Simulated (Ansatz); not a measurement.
Born–Oppenheimer molecular dynamics of a 18-atom TiO$_{2}$ cell at 12.00 Å³/atom, computed with Ansatz: Langevin thermostat at 1360 K, 250 steps of 2.0 fs, friction 0.03 1/fs. The run is short and the cell small, so it isn't an equilibrium average.

```yaml
crystal:
  lattice:
    - [5.967823, -0.064688, -0.124811]
    - [-0.064688, 6.076315, -0.054889]
    - [-0.124811, -0.054889, 5.960406]
  atoms:
    - { symbol: Ti, position: [0.9345080865, 0.1947272095, 0.9022029398] }
    - { symbol: Ti, position: [0.4977427726, 0.8168808901, 0.6976638352] }
    - { symbol: Ti, position: [0.960231319, 0.5664669993, 0.611531874] }
    - { symbol: Ti, position: [0.6618895012, 0.5252027265, 0.1864205946] }
    - { symbol: Ti, position: [0.0701195391, 0.0688809109, 0.4216371923] }
    - { symbol: Ti, position: [0.5235828925, 0.0323020145, 0.1434882167] }
    - { symbol: O, position: [0.9399303262, 0.9616644198, 0.6785838901] }
    - { symbol: O, position: [0.4641140149, 0.3110356162, 0.2031704074] }
    - { symbol: O, position: [0.1624949005, 0.3590315517, 0.7431666863] }
    - { symbol: O, position: [0.9111365039, 0.3645820741, 0.3572004721] }
    - { symbol: O, position: [0.7767627554, 0.9546837902, 0.2970065931] }
    - { symbol: O, position: [0.2135003858, 0.6972044752, 0.545541841] }
    - { symbol: O, position: [0.637661552, 0.0403622679, 0.8702213188] }
    - { symbol: O, position: [0.176440776, 0.0658501082, 0.1030880156] }
    - { symbol: O, position: [0.6318997963, 0.6354329213, 0.4764648411] }
    - { symbol: O, position: [0.3701955145, 0.0309441548, 0.4970199662] }
    - { symbol: O, position: [0.4520163523, 0.6789553799, 0.9621389475] }
    - { symbol: O, position: [0.7784251557, 0.4336029, 0.9018796361] }
  symmetry: { detect: false }
basis:
  ecutwfc: 420
  xc_grid: 1
kpoints:
  mp_grid: { grid: [1, 1, 1], shift: [0.0, 0.0, 0.0] }
hamiltonian:
  xc: pbe
scf:
  occupations: { method: fermi_dirac, width: 0.1172 }
  lower_state_search: "off"
  convergence: { dr2_threshold: 1.0e-05 }
output:
  forces: true
  stress: true
md:
  timestep: 2.0
  n_steps: 250
  ensemble: nvt_langevin
  friction: 0.03
  temperature: 1360.0
  initial_velocities: maxwell_boltzmann
  seed: 37117
```

```bash
ansatz run input.yaml --threads 2 --pin off --max-ram 5120MiB --backend cpu --events-out ev --progress --plain --runs-dir out
```

Computed with DFT PBE, scalar-relativistic, plane waves, PAW (Ansatz 0.2.0).

6 frames, positions in Å (not wrapped into the cell) and forces in eV/Å:

```xyz
18
Lattice="5.968 -0.065 -0.125 -0.065 6.076 -0.055 -0.125 -0.055 5.960" Properties=species:S:1:pos:R:3:forces:R:3 pbc="T T T" time_fs=0.0 temperature_K=1284 free_energy_over_first_frame_eV=0.000
Ti    5.452    1.073    5.250    5.170   -3.530    0.360
Ti    2.831    4.893    4.051   -0.830   -1.460   -2.800
Ti    5.618    3.346    3.494    1.490   -0.800    0.030
Ti    3.893    3.138    1.000   -1.000    0.000   -0.050
Ti    0.361    0.391    2.501    0.480    0.660   -0.030
Ti    3.105    0.155    0.788   -2.240   -1.560    1.910
O     5.462    5.745    3.875    0.320   -0.180   -0.210
O     2.724    1.849    1.136    1.380    1.790    0.010
O     0.854    2.130    4.390   -2.860   -1.460   -0.070
O     5.369    2.137    1.995    0.590    0.290   -0.120
O     4.537    5.734    1.621   -0.060   -0.050   -2.110
O     1.161    4.193    3.187   -1.340   -0.150   -0.160
O     3.694    0.156    5.105   -0.990    1.360    0.440
O     1.036    0.383    0.589   -2.020   -0.450    0.340
O     3.670    3.794    2.726    0.730    0.410    1.830
O     2.145    0.137    2.915    0.710    0.600   -0.160
O     2.534    4.043    5.641    0.370    1.560    1.270
O     4.505    2.535    5.255    0.100    2.960   -0.490
18
Lattice="5.968 -0.065 -0.125 -0.065 6.076 -0.055 -0.125 -0.055 5.960" Properties=species:S:1:pos:R:3:forces:R:3 pbc="T T T" time_fs=100.0 temperature_K=1439 free_energy_over_first_frame_eV=-2.406
Ti    5.227    0.273    5.326   -1.300    1.650    0.210
Ti    2.551    4.786    3.971    1.770   -0.370    0.800
Ti    5.643    3.024    3.792   -2.300    2.570    0.790
Ti    4.132    3.211    1.142   -1.900    0.440    0.340
Ti    0.311    0.528    2.633   -0.390   -1.670   -0.850
Ti    2.790    0.071    0.772    0.100    1.590   -0.010
O     5.259    5.394    3.805    1.570   -0.680    0.270
O     2.921    1.946    1.200    0.740    1.080   -0.280
O     0.337    1.507    4.382    2.050   -1.080   -0.350
O     5.428    2.130    2.174    0.050   -0.500   -1.080
O     4.357    5.455    1.296    1.680    0.280   -0.720
O     1.119    3.981    3.277   -0.200   -1.210    0.440
O     3.380    0.456    4.824   -0.290   -0.440    2.270
O     0.805    0.449    0.749   -1.190   -0.330    0.320
O     3.862    3.702    3.179   -0.910   -0.600    0.370
O     2.129   -0.084    2.641   -0.400    0.660    0.790
O     2.231    4.504    5.984   -0.090   -1.930   -2.590
O     4.790    2.707    5.581    1.000    0.550   -0.720
18
Lattice="5.968 -0.065 -0.125 -0.065 6.076 -0.055 -0.125 -0.055 5.960" Properties=species:S:1:pos:R:3:forces:R:3 pbc="T T T" time_fs=200.0 temperature_K=960 free_energy_over_first_frame_eV=-2.340
Ti    5.284    0.358    5.193    0.300   -0.130   -0.110
Ti    2.940    4.730    3.990   -0.090   -2.350   -0.630
Ti    5.799    2.827    3.792   -0.070    2.700   -0.540
Ti    4.206    3.157    1.170    1.210   -0.160   -0.530
Ti    0.174    0.069    2.503   -0.070    1.240    0.030
Ti    2.656    0.208    0.842   -0.560    0.180   -1.530
O     5.481    5.076    3.949   -0.660    0.020    0.920
O     2.848    2.012    1.087    0.860    0.330   -0.640
O     0.544    1.246    4.140    0.460   -2.050    0.900
O     5.433    1.867    2.069   -0.480   -0.970    0.070
O     4.797    5.009    1.447    0.740    2.010    0.370
O     1.532    3.562    3.592   -0.290    1.730    0.460
O     3.464    0.473    4.709    1.330    0.540    1.920
O     0.802    0.492    0.797    0.350   -1.050   -2.170
O     3.986    3.308    3.193   -0.070    1.050    0.520
O     2.393   -0.183    2.536   -1.030   -1.500    1.300
O     2.883    4.529    5.911   -0.480   -0.470   -0.500
O     5.350    2.870    5.604   -1.450   -1.120    0.160
18
Lattice="5.968 -0.065 -0.125 -0.065 6.076 -0.055 -0.125 -0.055 5.960" Properties=species:S:1:pos:R:3:forces:R:3 pbc="T T T" time_fs=300.0 temperature_K=1081 free_energy_over_first_frame_eV=-2.455
Ti    5.405    0.265    5.406    2.840   -0.520   -1.720
Ti    2.876    4.690    3.790   -0.090    0.420   -0.260
Ti    5.643    2.963    3.788    5.080   -0.150    1.160
Ti    4.359    3.212    1.106   -0.560   -0.940   -1.990
Ti    0.409    0.230    2.522    0.110   -1.990    1.510
Ti    3.033    0.066    0.798   -2.090   -0.310    0.100
O     5.178    5.376    3.829    0.090   -1.350   -0.380
O     3.072    1.873    0.998    1.190    2.370    0.550
O     0.483    1.336    4.362    0.290    0.670    0.020
O     5.565    1.654    1.961   -0.500    1.820   -0.980
O     4.499    5.230    1.387    0.350    0.160   -0.470
O     1.167    4.014    3.241    0.620   -0.200    0.310
O     3.704    0.561    5.158   -2.410    0.190   -0.490
O     1.024   -0.168    0.685    0.020   -0.040   -0.460
O     4.107    3.299    3.080   -4.030    0.710   -0.900
O     2.269    0.168    2.644    1.290   -0.520    1.460
O     3.023    4.182    5.447   -0.860   -0.030    0.840
O     5.445    3.158    5.562   -1.350   -0.290    1.720
18
Lattice="5.968 -0.065 -0.125 -0.065 6.076 -0.055 -0.125 -0.055 5.960" Properties=species:S:1:pos:R:3:forces:R:3 pbc="T T T" time_fs=400.0 temperature_K=1134 free_energy_over_first_frame_eV=-2.233
Ti    5.537    0.270    5.299   -2.410    2.010    2.060
Ti    2.938    4.806    4.072   -1.390   -0.220   -0.750
Ti    5.582    3.103    3.814    1.790   -1.600    2.020
Ti    4.181    3.218    1.263    2.520    0.140   -1.680
Ti    0.459    0.455    2.571   -0.370   -0.490   -0.910
Ti    2.912    0.052    0.827    1.620    0.170    1.120
O     4.982    4.916    4.295    1.150    1.240   -0.720
O     3.233    1.877    1.187   -2.350   -2.740   -0.040
O     0.620    1.294    4.270    0.040   -1.880    0.000
O     5.914    2.132    2.214   -0.710   -0.050   -2.690
O     4.805    5.671    1.391    1.100    0.740    1.630
O     1.207    4.059    3.710    1.230    0.700    0.640
O     3.392    0.352    5.151    0.730    0.020   -0.850
O     1.077   -0.124    0.549    0.790    0.330    0.420
O     3.850    3.372    3.133   -1.130    0.350   -0.240
O     2.481    0.002    2.776   -1.070   -0.760   -0.440
O     3.184    4.117    6.043   -2.420    1.890   -1.040
O     4.966    2.349    5.383    0.890    0.140    1.460
18
Lattice="5.968 -0.065 -0.125 -0.065 6.076 -0.055 -0.125 -0.055 5.960" Properties=species:S:1:pos:R:3:forces:R:3 pbc="T T T" time_fs=500.0 temperature_K=1460 free_energy_over_first_frame_eV=-3.944
Ti    5.285    0.279    5.285    0.850   -0.860   -0.130
Ti    2.881    4.494    3.968    3.070    3.140   -1.350
Ti    5.788    3.036    4.025    0.320    0.310   -1.990
Ti    4.188    2.839    1.075   -0.610   -0.820    2.090
Ti    0.728    0.859    2.199   -0.380    0.620   -0.200
Ti    2.950   -0.133    0.661   -0.300    0.490    0.870
O     5.288    4.807    4.438    0.230   -1.860   -0.670
O     2.757    1.796    1.340   -0.330   -0.800   -0.460
O     0.377    1.106    4.017    0.090   -0.660    0.030
O     6.179    2.632    2.129   -0.770   -0.650   -1.480
O     4.838    6.295    1.075   -0.590    1.360    3.290
O     1.640    3.494    4.418   -3.680   -2.410    0.840
O     3.316    0.259    4.920   -0.400   -0.580    0.200
O     1.036   -0.134    0.569    1.820    0.390   -0.690
O     4.021    3.499    2.930    0.450   -1.140   -0.490
O     2.155   -0.594    2.668    0.040    0.410   -0.110
O     3.360    4.156    6.094   -0.510    0.160    0.760
O     4.879    2.119    5.441    0.710    2.910   -0.510
```

Over the second half the temperature averages 1207 K and the pressure (kinetic part included, positive in compression) 6.1 GPa. Mean square displacements at the end: O 0.63 Å², Ti 0.26 Å² (from the start of this run, the atoms' common shift taken off).

One k point is coarse for so small a cell, so forces and above all the pressure are rough.

Time: 60 s on 2 threads of AMD EPYC 9R45 96-Core Processor (Zen 5) (shared host), peak memory 0.42 GiB.